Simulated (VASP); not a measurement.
# SnSe2 (P-3m1) in VASP: phonons with r2SCAN

Aim: the phonons of SnSe2 with r2SCAN.

Everything below comes from runs of VASP 6.6.1. Logs are shortened: lines on timing, memory, paths and dates and some standing lists are left out, and cuts for length are marked.

## (1) Starting point

It takes space group P-3m1 (No. 164, trigonal). The conventional cell has a = 3.811 Å, b = 3.811 Å, c = 6.136 Å, α = 90.00°, β = 90.00°, γ = 120.00°. Sn (site symmetry -3m) has 6 Se at 2.68 Å as nearest neighbours. Se (site symmetry 3m) has 3 Sn at 2.68 Å as nearest neighbours.

## (2) Phonons, r2SCAN

Input file POSCAR:

```
SnSe2
1.0
    3.8110000000      0.0000000000      0.0000000000
   -1.9055000000      3.3004228100      0.0000000000
    0.0000000000      0.0000000000      6.1360000000
Sn Se
1 2
Direct
    0.0000000000      0.0000000000      0.0000000000
    0.3333333300      0.6666666700      0.2490000000
    0.6666666700      0.3333333300      0.7510000000
```

Input file INCAR.step1:

```
  PREC = Accurate
  ENCUT = 600
  EDIFF = 1E-8
  ISMEAR = 0
  SIGMA = 0.02
  LREAL = F
  LASPH = T
  NELM = 80
  ALGO = Normal
  ISIF = 3
  LWAVE = F
  LCHARG = F
  METAGGA = R2SCAN
  LMIXTAU = T
  IBRION = 2
  NSW = 40
  EDIFFG = -0.002
```

Input file INCAR.step2:

```
  PREC = Accurate
  ENCUT = 600
  EDIFF = 1E-8
  ISMEAR = 0
  SIGMA = 0.02
  LREAL = F
  LASPH = T
  NELM = 80
  ALGO = Normal
  ISIF = 2
  LWAVE = F
  LCHARG = F
  METAGGA = R2SCAN
  LMIXTAU = T
  IBRION = 6
  NFREE = 2
  POTIM = 0.015
  NSW = 1
```

Input file KPOINTS:

```
regular mesh
0
Gamma
  7 7 5
```

Potentials or basis: VASP PAW PBE potentials, release 64 (Sn_d, Se).

The run is started by

```bash
$ cat potpaw_PBE.64/Sn_d/POTCAR potpaw_PBE.64/Se/POTCAR > POTCAR
$ cp INCAR.step1 INCAR
$ mpirun -np 1 vasp_std > vasp.out
$ cp CONTCAR POSCAR
$ cp INCAR.step2 INCAR
$ mpirun -np 1 vasp_std > vasp.out
```

OUTCAR:

```text
PREC = Accurate
   ENCUT = 600
   EDIFF = 1E-8
   ISMEAR = 0
   LREAL = F
   LASPH = T
   NELM = 80
   ISIF = 2
   METAGGA = R2SCAN
   IBRION = 6
   NFREE = 2
   POTIM = 0.015
   NSW = 1

 ion  position               nearest neighbor table
   1  0.000  0.000  0.000-   2 2.72   3 2.72   2 2.72   3 2.72   3 2.72   2 2.72
   2  0.333  0.667  0.242-   1 2.72   1 2.72   1 2.72
   3  0.667  0.333  0.758-   1 2.72   1 2.72   1 2.72

  LATTYP: Found a hexagonal cell.
 ALAT       =     3.8427538562
 C/A-ratio  =     1.6947766325

  Lattice vectors:

 A1 = (   3.8427538562,   0.0000000000,   0.0000000000)
 A2 = (  -1.9213769281,   3.3279224560,   0.0000000000)
 A3 = (   0.0000000000,   0.0000000000,   6.5126094398)

Analysis of symmetry for initial positions (statically):
=====================================================================
 Subroutine PRICEL returns:
 Original cell was already a primitive cell.

 Routine SETGRP: Setting up the symmetry group for a
 hexagonal supercell.

 Subroutine GETGRP returns: Found 12 space group operations
 (whereof 12 operations were pure point group operations)
 out of a pool of 24 trial point group operations.

The static configuration has the point symmetry D_3d.

Analysis of symmetry for dynamics (positions and initial velocities):
=====================================================================
 Subroutine PRICEL returns:
 Original cell was already a primitive cell.

 Routine SETGRP: Setting up the symmetry group for a
 hexagonal supercell.

 Subroutine GETGRP returns: Found 12 space group operations
 (whereof 12 operations were pure point group operations)
 out of a pool of 24 trial point group operations.

The dynamic configuration has the point symmetry D_3d.

 Subroutine INISYM returns: Found 12 space group operations
 (whereof 12 operations are pure point group operations),
 and found     1 'primitive' translations

----------------------------------------------------------------------------------------

                                     Primitive cell

  volume of cell :      83.2858

  direct lattice vectors                    reciprocal lattice vectors
     3.842753856  0.000000000  0.000000000     0.260230043  0.150243885  0.000000000
    -1.921376928  3.327922456  0.000000000     0.000000000  0.300487771  0.000000000
     0.000000000  0.000000000  6.512609440     0.000000000  0.000000000  0.153548283

  length of vectors
     3.842753856  3.842753853  6.512609440     0.300487770  0.300487771  0.153548283

  position of ions in fractional coordinates (direct lattice)
     0.000000000  0.000000000  0.000000000
     0.333333330  0.666666670  0.241671801
     0.666666670  0.333333330  0.758328199

  ion indices of the primitive-cell ions
   primitive index   ion index
                 1           1
                 2           2
                 3           3

----------------------------------------------------------------------------------------

 KPOINTS: regular mesh

Automatic generation of k-mesh.
 Grid dimensions read from file:
 generate k-points for:    7    7    5

 Generating k-lattice:

  Cartesian coordinates                     Fractional coordinates (reciprocal lattice)
     0.037175720  0.021463412  0.000000000     0.142857143  0.000000000  0.000000000
     0.000000000  0.042926824  0.000000000     0.000000000  0.142857143  0.000000000
     0.000000000  0.000000000  0.030709657     0.000000000  0.000000000  0.200000000

  Length of vectors
     0.042926824  0.042926824  0.030709657

  Shift w.r.t. Gamma in fractional coordinates (k-lattice)
     0.000000000  0.000000000  0.000000000

 Subroutine IBZKPT returns following result:
 ===========================================

 Found     32 irreducible k-points:

 Following reciprocal coordinates:
            Coordinates               Weight
  0.000000  0.000000  0.000000      1.000000
  0.142857  0.000000  0.000000      6.000000
  0.285714  0.000000  0.000000      6.000000
  0.428571  0.000000  0.000000      6.000000
  0.142857  0.142857  0.000000      6.000000
  0.285714  0.142857  0.000000     12.000000
[... 16 lines left out ...]
  0.000000  0.142857  0.400000      6.000000
  0.285714  0.000000  0.400000      6.000000
 [... further k-points ...]
   k-points           NKPTS =     32   k-points in BZ     NKDIM =     32   number of bands    NBANDS=     17
   number of dos      NEDOS =    301   number of ions     NIONS =      3
   total plane-waves  NPLWV =  55296
   dimension x,y,z NGX =    32 NGY =   32 NGZ =   54
   dimension x,y,z NGXF=    64 NGYF=   64 NGZF=  108
   ions per type =               1   2
   NGX,Y,Z   is equivalent  to a cutoff of  13.84, 13.84, 13.78 a.u.
   NGXF,Y,Z  is equivalent  to a cutoff of  27.69, 27.69, 27.57 a.u.
 SYSTEM =  unknown system
   PREC   = accura    normal or accurate (medium, high low for compatibility)
   ISTART =      0    job   : 0-new  1-cont  2-samecut
   ICHARG =      2    charge: 1-file 2-atom 10-const
   ISPIN  =      1    spin polarized calculation?
   LNONCOLLINEAR =      F non collinear calculations
   LSORBIT =      F    spin-orbit coupling
   LASPH  =      T    aspherical Exc in radial PAW
   ENCUT  =  600.0 eV  44.10 Ry    6.64 a.u.   7.67  7.67 13.01*2*pi/ulx,y,z
   NELM   =     80;   NELMIN=  2; NELMDL=  0     # of ELM steps
   EDIFF  = 0.1E-07   stopping-criterion for ELM
   LREAL  =      F    real-space projection
   EDIFFG = 0.1E-06   stopping-criterion for IOM
   NSW    =     73    number of steps for IOM
   IBRION =      6    ionic relax: 0-MD 1-quasi-New 2-CG
   NFREE  =      2    steps in history (QN), initial steepest desc. (CG)
   ISIF   =      2    stress and relaxation
   ISYM   =      2    0-nonsym 1-usesym 2-fastsym
   POTIM  = 0.0150    time-step for ionic-motion
   TEBEG  =    0.0;   TEEND  =   0.0 temperature during run
   PSTRESS=    0.0 pullay stress
   NELECT =      26.0000    total number of electrons
   NUPDOWN=      -1.0000    fix difference up-down
   EMIN   =  10.00;   EMAX   =-10.00  energy-range for DOS
   EFERMI =   0.00;   METHOD = LEGACY
   ISMEAR =     0;   SIGMA  =   0.02  broadening in eV -4-tet -1-fermi 0-gaus
   EFERMI_NEDOS =   21; number of points for ismear=-14 and -15
   IALGO  =     38    algorithm
   IMIX   =      4    mixing-type and parameters
     AMIX     =   0.40;   BMIX     =  1.00
     AMIX_MAG =   1.60;   BMIX_MAG =  1.00
  volume/ion in A,a.u.               =      27.76       187.35
  Fermi-wavevector in a.u.,A,eV,Ry     =   1.110561  2.098656 16.780682  1.233345
  Thomas-Fermi vector in A             =   2.247114
   LORBIT       =      0    0 simple, 1 ext, 2 COOP (PROOUT), +10 PAW based schemes
   METAGGA = R2SCAN    functional components
   LHFCALC =     F    Hartree Fock is set to
   AEXX    =    0.0000 exact exchange contribution
   IVDW    =     0    specifies the selected vdW correction
   LEPSILON=     F    determine dielectric tensor
   LRPA    =     F    only Hartree local field effects (RPA)
 finite differences with symmetry
 non-spin polarized calculation
 Gauss-broadening in eV      SIGMA  =   0.02
  energy-cutoff  :      600.00
  volume of cell :       83.29
 maximum number of plane-waves:      2810
 NGX is ok and might be reduce to    32
   NGX = 15   NGY = 15   NGZ = 27

--------------------------------------- Ionic step        1  -------------------------------------------

 number of electron      25.9999998 magnetization

 Free energy of the ion-electron system (eV)
  ---------------------------------------------------
  ext. energy  EPLUGINS =         0.00000000
  ---------------------------------------------------
  free energy    TOTEN  =       -54.63844173 eV

  energy without entropy =      -54.63844173  energy(sigma->0) =      -54.63844173

------------------------ aborting loop because EDIFF is reached ----------------------------------------

  FORCE on cell =-STRESS in cart. coord.  units (eV):
  Direction    XX          YY          ZZ          XY          YZ          ZX
  --------------------------------------------------------------------------------------
  -------------------------------------------------------------------------------------
  Total        0.0045707      0.0045707      0.0054646      0.0000000      0.0000000      0.0000000
  in kB        0.0879279      0.0879279      0.1051229      0.0000000      0.0000000      0.0000000
  external PRESSURE =       0.0936596 kB  Pullay stress =       0.0000000 kB
[... 283 lines left out ...]
--------------------------------------- Ionic step        9  -------------------------------------------

 number of electron      25.9999998 magnetization

 Free energy of the ion-electron system (eV)
  ---------------------------------------------------
  ext. energy  EPLUGINS =         0.00000000
  ---------------------------------------------------
  free energy    TOTEN  =       -54.63742539 eV

  energy without entropy =      -54.63742539  energy(sigma->0) =      -54.63742539

 E-fermi :   3.1937     XC(G=0):  -9.5858

 val. band max:        3.0223732064   @ k =   0.1429   0.0000   0.2000
 cond. band min:       4.1089078987   @ k =   0.0000   0.4286   0.4000
 fundamental gap:      1.0865346923
 Fermi energy:         3.1936667661

 k-point     1 :       0.0000    0.0000    0.0000
  band No.  band energies     occupation
      1     -18.7774      2.00000
      2     -18.7774      2.00000
      3     -18.7233      2.00000
      4     -18.7151      2.00000
      5     -18.7151      2.00000
      6     -11.0724      2.00000
[... 457 lines left out ...]
      4     -18.7052      2.00000
      5     -18.7030      2.00000
      6     -10.2366      2.00000
[... 9 lines left out ...]
     16       8.9444      0.00000
     17       9.1825      0.00000

 [... further k-points ...]
[... 5 lines left out ...]
  --------------------------------------------------------------------------------------
  -------------------------------------------------------------------------------------
  Total        0.0960622      0.0960622      0.2334916      0.0000000      0.0000000      0.0000000
  in kB        1.8479598      1.8479598      4.4917023      0.0000000      0.0000000      0.0000000
  external PRESSURE =       2.7292073 kB  Pullay stress =       0.0000000 kB
[... 18 lines left out ...]
  FREE ENERGIE OF THE ION-ELECTRON SYSTEM (eV)
  ---------------------------------------------------
  free  energy   TOTEN  =       -54.6374253882 eV

  energy  without entropy=      -54.6374253882  energy(sigma->0) =      -54.63742539

 INTERNAL STRAIN TENSORS FROM DISPLACED ATOMS
 ============================================

 INTERNAL STRAIN TENSOR FOR ION    1 for displacements in x,y,z  (eV/Angst):
          X           Y           Z          XY          YZ          ZX
  --------------------------------------------------------------------------------
  x     0.00000     0.00000     0.00000     0.00000     0.00000     0.00000
  y     0.00000     0.00000     0.00000     0.00000     0.00000     0.00000
  z     0.00000     0.00000     0.00000     0.00000     0.00000     0.00000

 INTERNAL STRAIN TENSOR FOR ION    3 for displacements in x,y,z  (eV/Angst):
          X           Y           Z          XY          YZ          ZX
  --------------------------------------------------------------------------------
  x     0.00000     0.00000     0.00000    -0.39209     0.00000     5.45744
  y    -0.39209     0.39209     0.00000     0.00000     5.45744     0.00000
  z     5.91676     5.91676    15.22169     0.00000     0.00000     0.00000

 Eigenvectors and eigenvalues of the dynamical matrix
 ----------------------------------------------------

   1 f  =    7.521012 THz    47.255914 2PiTHz  250.873968 cm-1    31.104394 meV
             X         Y         Z           dx          dy          dz
      0.000000  0.000000  0.000000    -0.000000    0.000000   -0.755613
     -0.000000  2.218615  1.573914     0.000000    0.000000    0.463168
      1.921377  1.109307  4.938695     0.000000   -0.000000    0.463168
[... 25 lines left out ...]
   6 f  =    3.490209 THz    21.929631 2PiTHz  116.420849 cm-1    14.434339 meV
             X         Y         Z           dx          dy          dz
      0.000000  0.000000  0.000000     0.000000    0.000000   -0.000000
     -0.000000  2.218615  1.573914     0.000000    0.707107   -0.000000
      1.921377  1.109307  4.938695    -0.000000   -0.707107   -0.000000

   7 f/i=    0.000538 THz     0.003380 2PiTHz    0.017944 cm-1     0.002225 meV
             X         Y         Z           dx          dy          dz
      0.000000  0.000000  0.000000    -0.223103    0.616017    0.000000
     -0.000000  2.218615  1.573914    -0.181910    0.502278    0.000000
      1.921377  1.109307  4.938695    -0.181910    0.502278    0.000000

   8 f/i=    0.000538 THz     0.003380 2PiTHz    0.017944 cm-1     0.002225 meV
             X         Y         Z           dx          dy          dz
      0.000000  0.000000  0.000000     0.616017    0.223103    0.000000
     -0.000000  2.218615  1.573914     0.502278    0.181910    0.000000
      1.921377  1.109307  4.938695     0.502278    0.181910    0.000000

   9 f/i=    0.000606 THz     0.003809 2PiTHz    0.020219 cm-1     0.002507 meV
             X         Y         Z           dx          dy          dz
      0.000000  0.000000  0.000000     0.000000    0.000000   -0.655019
     -0.000000  2.218615  1.573914     0.000000    0.000000   -0.534299
      1.921377  1.109307  4.938695     0.000000    0.000000   -0.534299

 ELASTIC MODULI CONTR FROM IONIC RELAXATION (kBar)
 Direction    XX          YY          ZZ          XY          YZ          ZX
 --------------------------------------------------------------------------------
 XX        -133.9835   -130.9776   -340.8246     -0.0000     20.9189      0.0000
 YY        -130.9776   -133.9835   -340.8246      0.0000    -20.9189     -0.0000
 ZZ        -340.8246   -340.8246   -876.8189     -0.0000      0.0000      0.0000
 XY          -0.0000      0.0000     -0.0000     -1.5029      0.0000     20.9189
 YZ          20.9189    -20.9189      0.0000      0.0000   -291.1646     -0.0000
 ZX           0.0000     -0.0000      0.0000     20.9189     -0.0000   -291.1645
 --------------------------------------------------------------------------------
```

Wall time 49 min (1 thread of Intel Xeon 6975P-C (Granite Rapids), shared host); peak memory 0.51 GiB.

What came out:

| Quantity | Value |
| --- | --- |
| Relaxed volume | 27.76 Å³/atom |
| Relaxed cell | a = 3.843 Å, b = 3.843 Å, c = 6.513 Å, α = 90.00°, β = 90.00°, γ = 120.00° |
| Space group after relaxing (to 0.05 Å) | P-3m1 (No. 164) |
| Highest phonon frequency at Γ, LO-TO splitting left out | 251 cm⁻¹ |

Step by step:
| step | energy change (eV) | largest force (eV/Å) | pressure (GPa) | volume (Å³) |
| --- | --- | --- | --- | --- |
| 1 | 0.0000 | 0.5307 | 3.66 | 77.18 |
| 2 | -0.0067 | 0.5191 | -2.86 | 83.94 |
| 3 | -0.0450 | 0.0481 | -0.04 | 80.57 |
| 4 | -0.0450 | 0.0376 | 0.03 | 80.50 |
| 5 | -0.0463 | 0.0570 | 0.07 | 80.53 |
| 6 | -0.0474 | 0.0986 | 0.16 | 80.60 |
| 7 | -0.0486 | 0.0925 | 0.10 | 80.91 |
| 8 | -0.0510 | 0.0740 | -0.05 | 81.84 |
| 9 | -0.0524 | 0.0381 | -0.29 | 83.72 |
| 10 | -0.0513 | 0.1086 | 0.52 | 83.35 |
| 11 | -0.0527 | 0.0081 | -0.03 | 83.60 |
| 12 | -0.0527 | 0.0072 | -0.04 | 83.60 |
| 13 | -0.0527 | 0.0014 | -0.02 | 83.51 |
| 14 | -0.0527 | 0.0003 | -0.01 | 83.48 |
| 15 | -0.0527 | 0.0045 | 0.02 | 83.43 |
| 16 | -0.0527 | 0.0054 | 0.02 | 83.42 |
| 17 | -0.0527 | 0.0051 | 0.02 | 83.42 |
| 18 | -0.0527 | 0.0044 | 0.00 | 83.40 |
| 19 | -0.0527 | 0.0028 | -0.03 | 83.37 |
| 20 | -0.0527 | 0.0039 | -0.01 | 83.39 |
| 21 | -0.0527 | 0.0028 | -0.01 | 83.38 |
| 22 | -0.0527 | 0.0008 | -0.01 | 83.33 |
| 23 | -0.0527 | 0.0019 | -0.01 | 83.31 |
| 24 | -0.0527 | 0.0016 | 0.01 | 83.27 |
| 25 | -0.0528 | 0.0003 | 0.00 | 83.29 |

Final structure:
```
Sn Se
1.0
     3.84275    0.00000    0.00000
    -1.92138    3.32792    0.00000
     0.00000    0.00000    6.51261
Sn Se
1 2
Direct
  0.00000 0.00000 0.00000
  0.33333 0.66667 0.24167
  0.66667 0.33333 0.75833
```

Phonon frequencies in cm⁻¹ (negative: imaginary):
| q point | frequencies |
| --- | --- |
| (0.000, 0.000, 0.000) | 0 0 0 116 116 145 145 187 251 |

Caveat: the PAW data sets were made with another functional, which shifts forces and pressure a little.
